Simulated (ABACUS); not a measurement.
Set up this calculation in ABACUS 3.10.1, as an ASE script.

```yaml
Task: relaxation of cell and atoms
Functional: PBE
Potentials_or_basis: PseudoDojo NC SR 0.4.1 PBE standard
Cutoff: 1361 eV
Density_cutoff: 5442 eV
Basis: DZP LCAO (the cutoffs set its grid)
k_mesh: 8 × 8 × 2
Occupations: fermi-dirac, width 0.05 eV
Spin: no spin polarisation
Target_pressure: 10 GPa
Radial_cutoff_of_the_potentials_pseudo_rcut: 7 bohr
Orbital_files: C C_confined-atom_6au_2s2p1d.orb
Max_steps_of_the_relaxation: 60
Force_threshold: 0.02 eV/Å
Optimiser: cg
Stress_threshold: 1 kbar
SCF_threshold_on_the_density: 1e-07
Max_SCF_steps: 100
Eigensolver: genelpa
Mixing: broyden
Mixing_share: 0.7
Symmetry_key: 1
Bands: 29
```

The structure of C lies in C.xyz:

```xyz
12
Lattice="2.5221000000 0.0000000000 0.0000000000 -1.2610500000 2.1842026709 0.0000000000 0.0000000000 0.0000000000 12.3557000000" Properties=species:S:1:pos:R:3 pbc="T T T"
C      1.2610500001      0.7280675569      4.3760182690
C     -0.0000000001      1.4561351140     10.5538682690
C      1.2610500001      0.7280675569      1.8018317310
C     -0.0000000001      1.4561351140      7.9796817310
C      1.2610500001      0.7280675569      5.9204807690
C     -0.0000000001      1.4561351140     12.0983307690
C      1.2610500001      0.7280675569      0.2573692310
C     -0.0000000001      1.4561351140      6.4352192310
C      0.0000000000      0.0000000000     10.0390062500
C      0.0000000000      0.0000000000      3.8611562500
C      0.0000000000      0.0000000000      8.4945437500
C      0.0000000000      0.0000000000      2.3166937500
```

This is a hexagonal form of diamond, not graphite.

The input as run:

run_abacus.py

```python
"""ABACUS run from a structure file: ASE reads it, the script writes STRU, KPT and INPUT."""
import re
import subprocess
from ase.io import read
from ase.units import Bohr

atoms = read("C.xyz")
atoms = atoms[(-atoms.numbers).argsort(kind="stable")]  # ABACUS lists atoms element by element
pseudo = {'C': 'C.upf'}
orbital = {'C': 'C_confined-atom_6au_2s2p1d.orb'}
magmoms = None
kmesh = [8, 8, 2]
params = {
    'suffix': 'C',
    'calculation': 'cell-relax',
    'basis_type': 'lcao',
    'pseudo_dir': './',
    'orbital_dir': './',
    'symmetry': 1,
    'dft_functional': 'pbe',
    'ecutwfc': 100,
    'pseudo_rcut': 7,
    'nspin': 1,
    'nbands': 29,
    'ks_solver': 'genelpa',
    'smearing_method': 'fd',
    'smearing_sigma': 0.00367493,
    'scf_thr': 1e-07,
    'scf_nmax': 100,
    'mixing_type': 'broyden',
    'mixing_beta': 0.7,
    'cal_force': 1,
    'cal_stress': 1,
    'out_mul': 1,
    'relax_nmax': 60,
    'force_thr_ev': 0.02,
    'relax_method': 'cg',
    'out_stru': 1,
    'stress_thr': 1,
    'press1': 100,
    'press2': 100,
    'press3': 100,
}

symbols = atoms.get_chemical_symbols()
elements = list(dict.fromkeys(symbols))
lines = ["ATOMIC_SPECIES"] + [f"{e} {atoms.get_masses()[symbols.index(e)]:.4f} {pseudo[e]}" for e in elements]
if orbital:
    lines += ["", "NUMERICAL_ORBITAL"] + [orbital[e] for e in elements]
lines += ["", "LATTICE_CONSTANT", f"{1 / Bohr:.10f}", "", "LATTICE_VECTORS"]
lines += [" ".join(f"{x:.10f}" for x in v) for v in atoms.cell]
lines += ["", "ATOMIC_POSITIONS", "Direct"]
for e in elements:
    lines += ["", e, "0.0", str(symbols.count(e))]
    for i, p in enumerate(atoms.get_scaled_positions(wrap=False)):
        if symbols[i] == e:
            mag = "" if magmoms is None else " mag " + " ".join(str(x) for x in (magmoms[i] if isinstance(magmoms[i], list) else [magmoms[i]]))
            lines.append(" ".join(f"{x:.10f}" for x in p) + " 1 1 1" + mag)
open("STRU", "w").write("\n".join(lines) + "\n")
open("KPT", "w").write("K_POINTS\n0\nGamma\n%d %d %d 0 0 0\n" % tuple(kmesh))
open("INPUT", "w").write("INPUT_PARAMETERS\n" + "".join(f"{k:<20s}{v}\n" for k, v in params.items()))

done = subprocess.run(['mpirun', '-np', '4', 'abacus'])
if done.returncode:
    raise SystemExit(done.returncode)
log = open("OUT.C/running_cell-relax.log").read()
print("final energy (eV):", re.findall(r"FINAL_ETOT_IS (\S+)", log))
```

Potentials or basis: PseudoDojo NC SR 0.4.1 PBE standard, DZP LCAO (the cutoffs set its grid).

Run with:

```sh
$ OMP_NUM_THREADS=1 python run_abacus.py > log
```

Results of the run:

```yaml
Relaxed_volume: 5.62 Å³/atom
Relaxed_cell: a = 2.509 Å, b = 2.509 Å, c = 12.369 Å, α = 90.00°, β = 90.00°, γ = 120.00°
Space_group_after_relaxing_to_0.05_Å: P6_3/mmc (No. 194)
Energy_change_on_relaxing_the_enthalpy_is_what_falls: +1.2 meV/atom
Ionic_steps: 8
Pressure_after_relaxing: 10.0 GPa
```

Caveat: the atomic orbitals were generated for these runs and aren't a published set; the basis of atomic orbitals isn't converged, which shifts pressures, moduli and gaps.

It took 2.4 min on 4 MPI ranks on Intel(R) Xeon(R) Platinum 8375C CPU @ 2.90GHz (Ice Lake), on a shared host, peak memory 0.44 GiB a rank.
